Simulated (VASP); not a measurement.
A run of VASP 6.6.1 is set up as follows.

INCAR

```
PREC = Accurate
ENCUT = 900
EDIFF = 1E-8
ISMEAR = 0
SIGMA = 0.02
LREAL = F
LASPH = T
NELM = 100
ALGO = Normal
ISIF = 2
LWAVE = F
LCHARG = F
GGA = CA
NBANDS = 15
ADDGRID = F
```

KPOINTS

```
regular mesh
0
Gamma
  7 7 7
```

The input POSCAR:

```
LaH3
1.0
    0.0000000000      2.7864794500      2.7864794500
    2.7864794500      0.0000000000      2.7864794500
    2.7864794500      2.7864794500      0.0000000000
La H
1 3
Direct
    0.0010720000     -0.0024160000     -0.0049440000
    0.2532360000      0.2274950000      0.2357170000
    0.7573300000      0.7385030000      0.7643790000
    0.4948670000      0.5128930000      0.4979460000
```

Potentials or basis: VASP PAW LDA potentials, release 64 (La, H).

Command:

```sh
$ cat potpaw_LDA.64/La/POTCAR potpaw_LDA.64/H/POTCAR > POTCAR
$ mpirun -np 1 vasp_std > vasp.out
```

Task: Estimate the band gap on the k mesh.

Result: 0.04 eV, indirect (least direct gap 0.21 eV).

Task: Predict the pressure.

Result: -4.5 GPa.

Forces on the atoms (eV/Å):
```
La  -0.154  0.075 -0.134
H    0.274  0.081  0.170
H   -0.052 -0.204  0.018
H   -0.068  0.048 -0.054
```

Caveat: spin-orbit coupling is left out, which moves the levels of the heavy elements; an odd mesh through Γ misses points on the zone boundary, where band edges often lie.
